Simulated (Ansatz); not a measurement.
# O on Ta(100): change of the work function, part 5 of 5

Aim: the work function of Ta(100) at several coverages of O (top site), and the dipole that each adsorbate carries.

Ansatz 0.2.0; plane-wave DFT, RPBE, Ansatz PAW.

So far, work function, upper face (eV): step 2 (the clean slab) 3.65; step 5 (adsorbate added, k-mesh 5×5×1, coverage 0.5 ML) 6.36; step 6 (adsorbate added, k-mesh 9×9×1, coverage 1 ML) 8.43; step 8 (the slab at 0.25 ML, atoms frozen) 4.90; step 9 (the substrate of the 0.25 ML cell alone) 3.67.

## (10) The adsorbate layer of the 0.25 ML cell alone

System of this step: O/Ta(100), adsorbate layer alone, atoms held. The cell holds 1 atom: 1 O. Its edges and angles: a = 6.620 Å, b = 6.620 Å, c = 26.886 Å, α = 90.0°, β = 90.0°, γ = 90.0°. Vacuum lies along c.

The third part; a free layer of atoms may carry a moment, so spin is on.

Contents of input.yaml:

```yaml
crystal:
  lattice:
    - [6.62, 0.0, 0.0]
    - [0.0, 6.62, 0.0]
    - [0.0, 0.0, 26.8864595548]
  atoms:
    - { symbol: O, position: [0.0, 0.0, 0.657329091], spin: 1.0 }
magnetization:
  spin_polarized: true
kpoints:
  mp_grid: { grid: [5, 5, 1] }
hamiltonian:
  xc: rpbe
scf:
  occupations: { method: fermi_dirac, width: 0.1 }
  convergence: { dr2_threshold: 1.0e-08 }
efield:
  axis: 3
  dipole_correction: true
  ramp_position: 0.97
  ramp_width: 0.06
output:
  write_potential: true
  write_density: true
  volumetric_format: npy
```

Started as:

```
ansatz run input.yaml --threads 4 --pin off --max-ram 12288MiB --backend cpu --events-out ev --progress --plain --runs-dir out
```

Numbers of over 12 decimals in the logs are rounded to 6 here.

The log of the run:

```text
[...]
Crystal: 1 atoms, lattice volume = 1178.283 Å³
Basis set: ecut = 420 eV, 22993 PW (Γ)
Bands: 8, of which v1, the nominal top of the filled ones, is band 3 counted from 1 (2 counted from 0)
Symmetry: 8 space group operations
k-points: 6 of 25
[...]
Starting moments: Σ|m| = 1 μB on 1 of 1 site
[...]
SCF iter   1: F=—  HF=-563.392587 eV  |F-HF|=—  |Δ(HF+E_count)|=         —  Δρ=9.62e-3 (↑9.62e-3 ↓9.24e-3)  dr2=2.00e-3  dr2_m=9.60e-1  M=2.000 μB ∫|m|=2.006 μB  β_m=1.00  ethr=2.88e-5  p=0.000 e·Å  D=3.19e-9 V/Å  ΔV_dip=-0.00 eV  dr2_dipole=3.57e-13  V_vac-E_F(+/−)=8.25/8.25 eV  ⟨swp⟩=2.5  Hψ=945  notcnv=0
[...]
spin=Collinear: Resta preconditioning applied to the charge; magnetization (m = ρ↑ − ρ↓) channel mixes plain (no charge-response kernel on spin).
SCF iter   2: F=—  HF=-563.572037 eV  |F-HF|=—  |Δ(HF+E_count)|=   1.79e-1  Δρ=8.27e-4 (↑8.27e-4 ↓5.89e-4)  dr2=1.07e-3  dr2_m=5.27e-3  M=2.000 μB ∫|m|=2.007 μB  β_m=1.00  ethr=2.88e-5  p=0.000 e·Å  D=1.04e-7 V/Å  ΔV_dip=-0.00 eV  dr2_dipole=1.76e-12  V_vac-E_F(+/−)=7.52/7.52 eV  ⟨swp⟩=2.9  Hψ=215  notcnv=0  κ⁻¹=1.0e0(r=1)
[...]
SCF iter  18: F=—  HF=-563.895547 eV  |F-HF|=—  |Δ(HF+E_count)|=   4.53e-4  Δρ=2.35e-4 (↑2.35e-4 ↓1.22e-4)  dr2=1.07e-3  dr2_m=5.68e-5  M=2.000 μB ∫|m|=2.008 μB  β_m=1.20  ethr=8.67e-6  p=-0.000 e·Å  D=-3.02e-5 V/Å  ΔV_dip=0.00 eV  dr2_dipole=3.47e-9  V_vac-E_F(+/−)=7.31/7.31 eV  ⟨swp⟩=2.5  Hψ=191  notcnv=0
[...]
spin-set hold released at iteration 18 (site moments' squared step at or under half its running peak, from the soft ceiling on): the magnetisation degrees of freedom join the quasi-Newton model from the next iteration; the mixer history was flushed
SCF iter  19: F=—  HF=-563.895292 eV  |F-HF|=—  |Δ(HF+E_count)|=   2.54e-4  Δρ=9.31e-5 (↑5.77e-5 ↓9.31e-5)  dr2=2.14e-4  dr2_m=7.15e-6  M=2.000 μB ∫|m|=2.008 μB  β_m=1.20  ethr=8.67e-6  p=-0.000 e·Å  D=-2.05e-5 V/Å  ΔV_dip=0.00 eV  dr2_dipole=1.44e-9  V_vac-E_F(+/−)=7.27/7.27 eV  ⟨swp⟩=2.0  Hψ=140  notcnv=0  κ⁻¹=1.0e0(r=1)
density mixer auto → broyden: no gap read (density of states about μ 1.78 of a free-electron gas's, 28 screened modes)
SCF iter  20: F=—  HF=-563.895313 eV  |F-HF|=—  |Δ(HF+E_count)|=   2.04e-5  Δρ=3.16e-5 (↑3.16e-5 ↓2.98e-5)  dr2=3.57e-5  dr2_m=2.00e-7  M=2.000 μB ∫|m|=2.008 μB  β_m=1.20  ethr=3.57e-6  p=-0.000 e·Å  D=-1.15e-5 V/Å  ΔV_dip=0.00 eV  dr2_dipole=4.05e-10  V_vac-E_F(+/−)=7.25/7.25 eV  ⟨swp⟩=2.1  Hψ=132  notcnv=0  κ⁻¹=9.7e-2(r=2)
[...]
SCF iter  26: F=-563.895328 eV  HF=-563.895328 eV  |F-HF|=4.66e-12  |Δ(HF+E_count)|=  1.02e-10  Δρ=1.78e-8 (↑1.78e-8 ↓1.07e-8)  dr2=5.95e-12  dr2_m=2.61e-13  M=2.000 μB ∫|m|=2.008 μB  ethr=1.00e-12  p=-0.000 e·Å  D=-1.05e-7 V/Å  ΔV_dip=0.00 eV  dr2_dipole=4.23e-15  V_vac-E_F(+/−)=7.24/7.24 eV  ⟨swp⟩=1.0  Hψ=270  notcnv=0
SCF 1 converged in 26 iterations: F = -563.895328 eV  dr2 = 5.95e-12
[...]
smearing (spin ↓): bands 1 to 2 share 1.000 electrons (bands counted from 0; each is filled to between 0.4913 and 0.5073 of a full level; at each k-point the levels lie within 6.4e-3 eV, against a smearing width of 0.1000 eV). The entropy term TS of this state is 0.1388 eV
[...]
this state was not tested for a lower state beside it, because the mixer in use, unlike msr1, does not test its closes by its own steps (another_mixer; see scf.mixing.algorithm and scf.lower_state_search)
SCF converged after 26 iterations
an eigenvalue changed by more than its tolerance at an iteration that met the thresholds in force, so the SCF went on 2 times, its first undamped step at iteration 25: the last check found none over its tolerance
Magnetization: 2.0000 μB (4.0000 up, 2.0000 down)
Absolute magnetization: 2.0085 μB (∫|ρ↑−ρ↓|, with the PAW one-centre terms)
[...]
Per-site moments (μB) at R_I (Å): [(2.000078, 2.73075)]
Free energy (F): -563.895328 eV
[...]
Internal energy: -563.756478 eV  (E = F + TS)
E sigma→0 (E₀):  -563.825903 eV
Entropy (-TS):   -0.138850 eV (-138.850 meV/atom)
Fermi energy:    -7.164374 eV
Dipole field:    D = -0.000000 V/Å  (p = -0.000001 e·Å, saw-weighted, corrected)
Work function:   Φ+ = 7.2408 eV   Φ− = 7.2408 eV
[...]
--- Band table (eV; the first three rows and the last of 12) ---
[...]
```

Elapsed: 7.2 s, on 4 threads of Arm Neoverse V2, shared host; peak memory 0.99 GiB; 26 s of CPU time.

This step gave:

```yaml
energy_at_zero_smearing: -563.8259 eV
total_moment: 2.000 μB
site_moments: 2.000 μB
work_function_upper_face: 7.241 eV
dipole_along_the_normal: -9.19e-7 e·Å
```

Site moment by atom:

```
atom  site moment (μB)
  O1              2.00
```

The free layer carries a moment of 2.0 μB a cell.

## (11) Where the charge went at 0.25 ML

This step: plane-wave DFT, RPBE, Ansatz PAW; density difference on adsorption (Ansatz 0.2.0).

The densities of the parts are taken from that of the whole and averaged over planes; the first moment of what is left gives the step in the potential.

This step gave:

```yaml
largest_charge_moved: -0.005983 e/Å²
potential_step_from_the_moved_charge: 1.205 eV
```

The electron density difference oscillates, so the rows of the table below give means over windows of 0.5 Å about each position, cut where the curve ends. Its maxima inside the range that stand out by 2 % of the span (Å: e/Å³): 11.65: 3.3e-4, 13.89: 0.00184, 15.38: 0.00272, 17.18: 0.0108, 18.07: 0.00622. Its minima: 12.85: -7.2e-4, 14.79: -0.00306, 16.43: -0.0138, 17.63: -0.00854.

Planar mean, whole system less its parts. Table of electron density difference by z; means over each step:

z (Å), electron density difference (e/Å³) and a bar from the least value:
```
      5.5     0.0000 ###################
      6.0     0.0000 ###################
      6.5     0.0000 ###################
      7.0     0.0000 ###################
      7.5     0.0001 ####################
      8.0     0.0000 ###################
      8.5    -0.0002 ###################
      9.0     0.0001 ####################
      9.5    -0.0001 ###################
     10.0     0.0000 ###################
     10.5    -0.0001 ###################
     11.0     0.0000 ###################
     11.5     0.0002 ####################
     12.0    -0.0001 ###################
     12.5    -0.0005 ##################
     13.0    -0.0003 ###################
     13.5     0.0012 ######################
     14.0     0.0014 ######################
     14.5    -0.0016 ################
     15.0    -0.0015 ################
     15.5     0.0021 #######################
     16.0    -0.0016 ################
     16.5    -0.0103 
     17.0     0.0056 ##############################
     17.5     0.0000 ###################
     18.0     0.0024 ########################
     18.5     0.0028 #########################
     19.0     0.0005 ####################
     19.5     0.0000 ###################
     20.0     0.0000 ###################
     20.5     0.0000 ###################
     21.0     0.0000 ###################
     21.5     0.0000 ###################
     22.0     0.0000 ###################
     22.5     0.0000 ###################
```

The electrons moved below z oscillates, so the rows of the table below give means over windows of 1 Å about each position, cut where the curve ends. Its maxima inside the range that stand out by 2 % of the span (Å: e/Å²): 11.9: 6.6e-5, 14.2: 9.0e-4, 16.0: 6.1e-4, 17.5: -0.00125. Its minima: 11.1: -7.9e-5, 13.0: -4.8e-4, 15.1: -8.5e-4, 16.7: -0.00598, 17.8: -0.00347.

Planar mean, whole system less its parts. Table of electrons moved below z by z; means over each step:

```
z (Å)  electrons moved below z (e/Å²)
    5                         -2.8e-7
    6                          1.7e-6
    7                          2.5e-5
    8                          6.2e-5
    9                         -1.6e-6
   10                         -1.3e-5
   11                         -6.3e-5
   12                         -1.0e-5
   13                         -3.4e-4
   14                          5.4e-4
   15                         -3.4e-4
   16                         -5.5e-4
   17                        -0.00388
   18                        -0.00206
   19                         -7.3e-5
   20                          3.0e-5
   21                          6.0e-6
   22                          8.7e-7
   23                          1.2e-7
```

## (12) A changed input: basis.ecutwfc = "550 eV" and scf.lower_state_search = "off"

This step: plane-wave DFT, RPBE, Ansatz PAW (Ansatz 0.2.0).

System of this step: Ta(100). The cell holds 5 atoms: 5 Ta. Cell: a = 3.310 Å, b = 3.310 Å, c = 24.620 Å, α = 90.0°, β = 90.0°, γ = 90.0°. Vacuum lies along c.

A run with a changed input: it repeats the earlier run at 0 ML with basis.ecutwfc to 550 eV and scf.lower_state_search to off.

input.yaml, the sections that differ from step 10:

```yaml
crystal:
  lattice:
    - [3.31, 0.0, 0.0]
    - [0.0, 3.31, 0.0]
    - [0.0, 0.0, 24.62]
  atoms:
    - { symbol: Ta, position: [0.0, 0.0, 0.3655564582] }
    - { symbol: Ta, position: [0.5, 0.5, 0.4327782291] }
    - { symbol: Ta, position: [0.0, 0.0, 0.5] }
    - { symbol: Ta, position: [0.5, 0.5, 0.5672217709] }
    - { symbol: Ta, position: [0.0, 0.0, 0.6344435418] }
kpoints:
  mp_grid: { grid: [9, 9, 1] }
scf:
  occupations: { method: fermi_dirac, width: 0.1 }
  convergence: { dr2_threshold: 1.0e-08 }
  lower_state_search: "off"
relax:
  f_tol: 0.02
  max_steps: 60
  constraints: [{ sites: [0, 1] }]
basis:
  ecutwfc: "550 eV"
# hamiltonian, efield, output: as in step 10
# magnetization: removed
```

The log of the run:

```text
[...]
Crystal: 5 atoms, lattice volume = 269.739 Å³
Basis set: ecut = 550 eV, 7847 PW (Γ), exchange–correlation on 54×54×384 points (8 copies of the dense FFT grid, shifted against one another)
Bands: 39, of which v1, the nominal top of the filled ones, is band 33 counted from 1 (32 counted from 0)
Symmetry: 8 space group operations
k-points: 15 of 81
[...]
SCF iter   1: F=—  HF=-49720.708298 eV  |F-HF|=—  |Δ(HF+E_count)|=         —  Δρ=7.90e-3  dr2=2.34e0  ethr=1.77e-3  p=0.000 e·Å  D=1.52e-16 V/Å  ΔV_dip=-0.00 eV  dr2_dipole=6.37e-8  V_vac-E_F(+/−)=3.96/3.96 eV  ⟨swp⟩=8.5  Hψ=2805  notcnv=0
[...]
SCF iter   9: F=-49720.617882 eV  HF=-49720.617882 eV  |F-HF|=2.33e-10  |Δ(HF+E_count)|=   5.43e-8  Δρ=7.97e-7  dr2=4.55e-9  ethr=1.54e-11  p=0.000 e·Å  D=2.80e-8 V/Å  ΔV_dip=-0.00 eV  dr2_dipole=3.03e-14  V_vac-E_F(+/−)=3.82/3.82 eV  ⟨swp⟩=11.7  Hψ=4588  notcnv=0
SCF 1 converged in 9 iterations: F = -49720.617882 eV  dr2 = 4.55e-9
[...]
relax step   1: F+E_penalty+E_count = -49720.61788177 eV  Δ(F+E_penalty+E_count) = +0.000e0 eV  max|allowed force component| = 1.437e0 eV/Å  Δτ_max = 0.0000 Å  (9 SCF iters, accepted)
[...]
SCF iter   1: F=—  HF=-49720.985084 eV  |F-HF|=—  |Δ(HF+E_count)|=         —  Δρ=1.62e-2  dr2=8.07e0  ethr=3.10e-3  p=-0.000 e·Å  D=-4.56e-7 V/Å  ΔV_dip=0.00 eV  dr2_dipole=1.58e0  V_vac-E_F(+/−)=3.92/3.92 eV  ⟨swp⟩=6.9  Hψ=1751  notcnv=0
[...]
SCF iter  10: F=-49720.641271 eV  HF=-49720.641271 eV  |F-HF|=4.37e-11  |Δ(HF+E_count)|=  8.00e-10  Δρ=4.97e-7  dr2=9.68e-10  ethr=1.54e-11  p=0.018 e·Å  D=1.23e-2 V/Å  ΔV_dip=-0.30 eV  dr2_dipole=4.99e-11  V_vac-E_F(+/−)=3.54/3.84 eV  ⟨swp⟩=11.3  Hψ=4469  notcnv=0
SCF 2 converged in 10 iterations: F = -49720.641271 eV  dr2 = 9.68e-10
[...]
relax step   2: F+E_penalty+E_count = -49720.64127057 eV  Δ(F+E_penalty+E_count) = -2.339e-2 eV  max|allowed force component| = 1.609e0 eV/Å  Δτ_max = 0.1966 Å  (10 SCF iters, accepted)
SCF iter   1: F=—  HF=-49720.842010 eV  |F-HF|=—  |Δ(HF+E_count)|=         —  Δρ=8.77e-3  dr2=2.73e0  ethr=3.10e-3  p=0.018 e·Å  D=1.23e-2 V/Å  ΔV_dip=-0.30 eV  dr2_dipole=6.35e-1  V_vac-E_F(+/−)=3.49/3.79 eV  ⟨swp⟩=4.9  Hψ=1271  notcnv=0
[...]
SCF iter   9: F=-49720.740947 eV  HF=-49720.740947 eV  |F-HF|=3.17e-9  |Δ(HF+E_count)|=   2.39e-8  Δρ=8.71e-7  dr2=6.02e-9  ethr=1.54e-11  p=0.011 e·Å  D=7.44e-3 V/Å  ΔV_dip=-0.18 eV  dr2_dipole=4.53e-10  V_vac-E_F(+/−)=3.65/3.84 eV  ⟨swp⟩=11.6  Hψ=4573  notcnv=0
SCF 3 converged in 9 iterations: F = -49720.740947 eV  dr2 = 6.02e-9
relax step   3: F+E_penalty+E_count = -49720.74094657 eV  Δ(F+E_penalty+E_count) = -9.968e-2 eV  max|allowed force component| = 7.040e-2 eV/Å  Δτ_max = 0.1163 Å  (9 SCF iters, accepted)
SCF iter   1: F=—  HF=-49720.741927 eV  |F-HF|=—  |Δ(HF+E_count)|=         —  Δρ=7.45e-4  dr2=2.06e-2  ethr=4.62e-4  p=0.011 e·Å  D=7.44e-3 V/Å  ΔV_dip=-0.18 eV  dr2_dipole=4.01e-3  V_vac-E_F(+/−)=3.65/3.84 eV  ⟨swp⟩=1.9  Hψ=858  notcnv=0
[...]
SCF iter   7: F=-49720.741212 eV  HF=-49720.741212 eV  |F-HF|=1.83e-9  |Δ(HF+E_count)|=   8.13e-9  Δρ=7.12e-7  dr2=3.80e-9  ethr=1.54e-11  p=0.011 e·Å  D=7.67e-3 V/Å  ΔV_dip=-0.19 eV  dr2_dipole=8.03e-10  V_vac-E_F(+/−)=3.65/3.84 eV  ⟨swp⟩=9.7  Hψ=4736  notcnv=0
SCF 4 converged in 7 iterations: F = -49720.741212 eV  dr2 = 3.80e-9
relax step   4: F+E_penalty+E_count = -49720.74121172 eV  Δ(F+E_penalty+E_count) = -2.651e-4 eV  max|allowed force component| = 6.504e-3 eV/Å  Δτ_max = 0.0101 Å  (7 SCF iters, accepted)
[...]
SCF converged after 7 iterations
Free energy (F): -49720.741212 eV
[...]
Internal energy: -49720.576415 eV  (E = F + TS)
E sigma→0 (E₀):  -49720.658813 eV
Entropy (-TS):   -0.164797 eV (-32.959 meV/atom)
Fermi energy:    4.026116 eV
Dipole field:    D = 0.007699 V/Å  (p = 0.011477 e·Å, saw-weighted, corrected)
Work function:   Φ+ = 3.6485 eV   Φ− = 3.8381 eV
[...]
--- Forces (eV/Å), atoms counted from 1 ---
  atom   1  Ta    -0.00000000     0.00000000     1.16368352
  atom   2  Ta     0.00000000     0.00000000    -1.15723771
  atom   3  Ta     0.00000000     0.00000000     0.00300930
  atom   4  Ta     0.00000000     0.00000000    -0.00295882
  atom   5  Ta    -0.00000000     0.00000000    -0.00650406
  max |Σ_I F_I| component: 7.77e-6 eV/Å
--- Band table (eV; the first three rows and the last of 15) ---
  k-point 0: bands = [... 29 lower, 4.0448, 4.4675, 4.4675, 4.6687, 4.6687, 4.6829, 5.0664, 5.1490, ... 2 higher]
  k-point 1: bands = [... 29 lower, 3.9778, 4.0495, 4.2262, 4.2926, 4.6884, 4.7483, 4.8269, 5.0279, ... 2 higher]
  k-point 2: bands = [... 29 lower, 3.3868, 3.6126, 3.7918, 4.2422, 4.3329, 4.4898, 5.1222, 5.4148, ... 2 higher]
  k-point 14: bands = [... 29 lower, 2.7546, 2.8097, 3.6684, 3.8378, 5.6191, 5.7457, 5.9602, 5.9643, ... 2 higher]
--- Relaxed structure (4 steps of the walk, 4 accepted, 0 SCFs on fresh bases) ---
  F+E_penalty+E_count = -49720.74121172 eV   max|allowed force component| = 6.504e-3 eV/Å
  atoms:
    - { symbol: Ta, position: [0.0, 0.0, 0.3655564582] }
    - { symbol: Ta, position: [0.5, 0.5, 0.4327782291] }
    - { symbol: Ta, position: [0, 0.0, 0.501475] }
    - { symbol: Ta, position: [0.5, 0.5, 0.570891] }
    - { symbol: Ta, position: [0, 0.0, 0.630642] }
```

The job ended after 18 s (4 threads; peak memory 0.75 GiB; 68 s of CPU time).

Step by step:

```
step  energy less that of the first step (eV)  largest force component (eV/Å)
   1                                   0.0000                          1.4371
   2                                  -0.0234                          1.6087
   3                                  -0.1231                          0.0704
   4                                  -0.1233                          0.0065
```

The run keeps the 8 symmetry operations that it works with, so distortions that break them were not tested.

The atoms that moved most (Å):

```
atom     dx     dy      dz  length
 Ta5  0.000  0.000  -0.094   0.094
 Ta4  0.000  0.000   0.090   0.090
 Ta3  0.000  0.000   0.036   0.036
```

Final coordinates:

```
Ta
1.0
     3.31000    0.00000    0.00000
     0.00000    3.31000    0.00000
     0.00000    0.00000   24.62000
Ta
5
Direct
  0.00000 0.00000 0.36556
  0.50000 0.50000 0.43278
  0.00000 0.00000 0.50148
  0.50000 0.50000 0.57089
  0.00000 0.00000 0.63064
```

Numbers from this step:

* energy at zero smearing: -49720.6588 eV
* work function, upper face: 3.649 eV
* work function, lower face: 3.838 eV
* dipole along the normal: 0.01148 e·Å
* step between the vacuum levels: -0.1895 eV

```
                      quantity  this run  earlier run  difference
work function, upper face (eV)     3.649        3.649     -3.1e-5
work function, lower face (eV)     3.838        3.838     -3.6e-5
 dipole along the normal (e·Å)   0.01148      0.01148     -4.2e-7
```

Nothing in the table moves by 0.01 in its unit (for the dipole 0.5 % and 5e-5 e·Å).

## (13) Results

* work function of the clean face: 3.65 eV
* work function at 0.11 ML: 4.10 eV
* work function at 0.25 ML: 4.90 eV
* work function at 0.5 ML: 6.36 eV
* work function at 1 ML: 8.43 eV
* dipole per adsorbate at 0.11 ML, positive end outwards: -1.16 D
* step of the potential from the moved charge at 0.25 ML, upper less lower side, atoms held: 1.20 eV

O raises the work function of Ta(100) at the lowest coverage, by 0.45 eV: the adsorbate layer has its negative end outwards. The slab has 5 layers, at the tabulated experimental lattice constant, one starting site was run, and quantum-size effects of a slab this thin can reach one or two tenths of an eV.

[Logs are printed without paths, hosts, clocks, repeated set-up lines and the standing remarks that a program may print on its own settings, such as how far it seeks lower states.]

[Hosts, paths, dates, database ids (printed as entryN), source tags and the programs' standing remarks are cut or masked in the printed files.]

[Maps of the electrostatic potential energy from Ansatz leave out the sawtooth potential of an applied field or a dipole correction, so their vacuum need not be flat; planar profiles and work functions include it.]
